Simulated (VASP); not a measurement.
Wanted: the native input for a VASP 6.6.1 run.

- Task: band structure
- Functional: PBE
- Potentials or basis: VASP PAW PBE potentials, release 64 (Si, W_sv)
- Cutoff: 520 eV
- k mesh: 16 × 16 × 16
- Occupations: methfessel-paxton, width 0.1 eV
- Spin: no spin polarisation
- Further INCAR settings: ALGO = Fast; EDIFF = 1e-06; NBANDS = 18

The structure of Si2W lies in POSCAR:

```
Si2W                                    
1.0
   -1.6021137926      1.6021137926      3.9095849748
    1.6021137926     -1.6021137926      3.9095849748
    1.6021137926      1.6021137926     -3.9095849748
  Si              W             
     2     1
Direct
     0.3344596784202494    0.3344596784202494    0.0000000000000000
     0.6655403215797506    0.6655403215797506    0.0000000000000000
     0.0000000000000000    0.0000000000000000    0.0000000000000000
```

The input as run:

INCAR

```
SYSTEM = Si2W
PREC = Accurate
ENCUT = 520
EDIFF = 1E-6
ISMEAR = 1
SIGMA = 0.1
LREAL = .False.
LASPH = .True.
NELM = 80
ALGO = Fast
ISIF = 2
LWAVE = .False.
LCHARG = .False.
LMAXMIX = 4
GGA = PE
NBANDS = 18
KPAR = 4
```

KPOINTS

```
Automatic mesh
0
Gamma
  16 16 16
  0 0 0
```

KPOINTS_OPT

```
explicit points
243
Reciprocal
 0.0000000000  0.0000000000  0.0000000000 1
 0.0000000000  0.0000000000  0.0357142857 1
 0.0000000000  0.0000000000  0.0714285714 1
 0.0000000000  0.0000000000  0.1071428571 1
 0.0000000000  0.0000000000  0.1428571429 1
 0.0000000000  0.0000000000  0.1785714286 1
[... 235 lines left out ...]
 0.0218079300  0.0218079300  0.4781920700 1
-0.0218079300 -0.0218079300  0.5218079300 1
```

Potentials or basis: VASP PAW PBE potentials, release 64 (Si, W_sv).

The run is started by

```bash
$ cat potpaw_PBE.64/Si/POTCAR potpaw_PBE.64/W_sv/POTCAR > POTCAR
$ mpirun -np 4 vasp_std > vasp.out
```

It gave:

```json
{
  "Pressure": "5.1 GPa",
  "Largest force": "0.054 eV/Å",
  "Band gap along the path": "none (metal or under the smearing width)"
}
```

Caveat: spin-orbit coupling is left out, which moves the levels of the heavy elements.

Run time: 70 s on 4 MPI ranks on Intel(R) Xeon(R) 6975P-C (Granite Rapids) (shared host), peak memory 0.51 GiB a rank.
